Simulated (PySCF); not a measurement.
An unknown gives this computed stick spectrum. Method used: TDDFT B3LYP/def2-SVPD, vertical, gas phase, core orbitals frozen in the response in PySCF 2.14.0, density-fitted response routines. Geometries: PBE0-D3(BJ)/def2-SVP, one conformer each.

```csv
state,ν̃ (cm⁻¹),f,"main configurations (H = HOMO, L = LUMO)"
S1,36190,0.096,H→L (96%)
S2,39770,0.0047,"H-1→L (67%), H→L+1 (33%)"
S3,47870,0.0004,H→L+2 (99%)
S4,50610,0.299,"H→L+1 (53%), H-1→L (22%), H→L+4 (11%)"
S5,51440,0.0011,"H-1→L+1 (58%), H-2→L (40%)"
S6,52110,0.0023,H→L+3 (83%)
S7,53530,0.046,H→L+4 (85%)
S8,54280,0.044,"H-2→L (31%), H-1→L+1 (21%), H-1→L+2 (19%)"
S9,55450,0.055,"H-1→L+2 (75%), H→L+3 (11%)"
S10,56080,0.044,H→L+5 (92%)
```

Triplets computed (Tamm–Dancoff): 2.99, 3.88, 4.82, 5.08 eV.

Orbital energies (eV): HOMO-3 -9.48, HOMO-2 -8.70, HOMO-1 -7.11, HOMO -6.22, LUMO -1.24, LUMO+1 0.09, LUMO+2 0.61.

**Question.** Which candidate is it? All have the formula C7H8.
A. `C[C@@]12C=C[C@H]3[C@@H]1[C@H]32`
B. `C1=CC=CCC=C1`
C. `C1=C[C@H]2C=C[C@@H]1C2`

**Answer.** B. Its S1, at 4.49 eV, is the lowest among the candidates; the nearest of the others has S1 at 4.88 eV. S1 is HOMO→LUMO (96%). Löwdin shares by element: HOMO carbon 65% or more (atoms not listed hold the other 35%); LUMO carbon 70% or more (atoms not listed hold the other 30%). At the same level the other candidates give, for their lowest levels:
- `C[C@@]12C=C[C@H]3[C@@H]1[C@H]32`: 5.46 eV (f 0.054); 5.90 eV (f 0.034); 6.09 eV (f 0.000); 6.24 eV (f 0.004); 6.50 eV (f 0.001); T1 3.58 eV; HOMO -6.04, LUMO -0.04 eV
- `C1=C[C@H]2C=C[C@@H]1C2`: 4.88 eV (f 0.000); 5.58 eV (f 0.010); 6.03 eV (f 0.013); 6.75 eV (f 0.033); 6.76 eV (f 0.151); T1 3.48 eV; HOMO -6.28, LUMO -0.60 eV
